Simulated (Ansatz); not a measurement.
Runs of Ansatz 0.2.0 on NbP. Symmetry: I4_1md, No. 109, tetragonal system. The conventional cell has a = 3.350 Å, b = 3.350 Å, c = 11.480 Å, α = 90.00°, β = 90.00°, γ = 90.00°. Nb (site symmetry 2mm) is surrounded by 6 P at 2.55 Å. P (site symmetry 2mm) has 6 Nb at 2.55 Å as nearest neighbours. The cell is a database's computed one.

```tsv
task	level	cell	k mesh	points for each segment of the path	mesh quality	pressure (GPa)	relaxed volume (Å³/atom)
relaxation of cell and atoms	revPBE+D3(BJ)	relaxed	11 × 11 × 11	-	not flagged	0.0	15.14
relaxation of cell and atoms	PBEsol+D4	relaxed	11 × 11 × 11	-	not flagged	0.0	15.38
relaxation of cell and atoms	revPBE+D4	relaxed	11 × 11 × 11	-	not flagged	0.0	15.55
relaxation of cell and atoms	RPBE+D3(BJ)	relaxed	11 × 11 × 11	-	not flagged	0.0	(a)
band structure	PBEsol0	as given	6 × 6 × 6	4	coarse	-9.1	-
relaxation of cell and atoms	RPBE+D4	relaxed	11 × 11 × 11	-	not flagged	0.0	(b)
relaxation of cell and atoms	PBEsol+D3(BJ)	relaxed	11 × 11 × 11	-	not flagged	0.0	15.08
```

Alike in all rows: potentials or basis Ansatz PAW; no spin polarisation; cutoff (eV) 420; smearing fermi-dirac 0.05 eV.

Task: Fill in the values left out.

Result: (a) 13.42; (b) 15.52.

Caveats: some runs use coarse meshes; the PAW data sets come from PBE, with cores solved anew for the run's functional, which leaves a small shift of forces and pressure; the plane-wave basis is chosen anew once the cell has moved, so the energies of steps on either side of that aren't comparable (some runs); the volume moved by over 15 % at a fixed basis, so the end points are rough (some runs); the thresholds are loose for stress (some runs).
